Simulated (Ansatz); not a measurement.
Ru: energy along a strain

Ru, P6_3/mmc, a = 2.720 Å, c = 4.297 Å. Ansatz: PBE, PAW, 420 eV, Γ-centred 24×24×14 mesh on 2 atoms, Gaussian smearing 0.15 eV; no spin polarisation. Cell vectors (Å): 2.720 0.000 0.000; -1.360 2.356 0.000; 0.000 0.000 4.297. The cell is strained by x per cent times the pattern (0 0 1 0 0 0) in the order xx yy zz yz xz xy (engineering shears), with fractional coordinates held. y is the free energy over the start, V0 = 13.765 Å³/atom.

```
x (%) y (meV/atom)
-6.00             ?
-4.50         60.14
-3.00         25.34
-1.50          5.82
 0.00          0.00
 1.50          6.36
 3.00         23.54
 4.50         50.31
 5.25         66.92
 6.00         85.51
```

Task: Fit y = c1 x + c2 x² + c3 x³ to the other rows, get the stiffness along the pattern, and predict the missing energy.

Result: Least squares on the rows shown. y = 0.28584 x + 2.7272 x² − 0.067033 x³. The clamped-ion stiffness p·C·p = 2 × 27.27 eV × 160.2 / 13.765 Å³ = 635 GPa, which is C33 in these axes; c1 is there for the stress left in the start, which by itself gives a slope of 0.34 meV/atom per %. At x = -6.00 the fit asked for gives 110.94 meV/atom. The run gave 111.87 meV/atom, so the fit is 0.93 meV/atom too low, 0.83 % of the span of the series, against an rms of 0.09 meV/atom on the fitted rows. The row lies outside the fitted range. With a term in x⁴ added, a fit to the same known rows predicts 111.97 meV/atom, so most of the miss is curvature that the known rows already hold.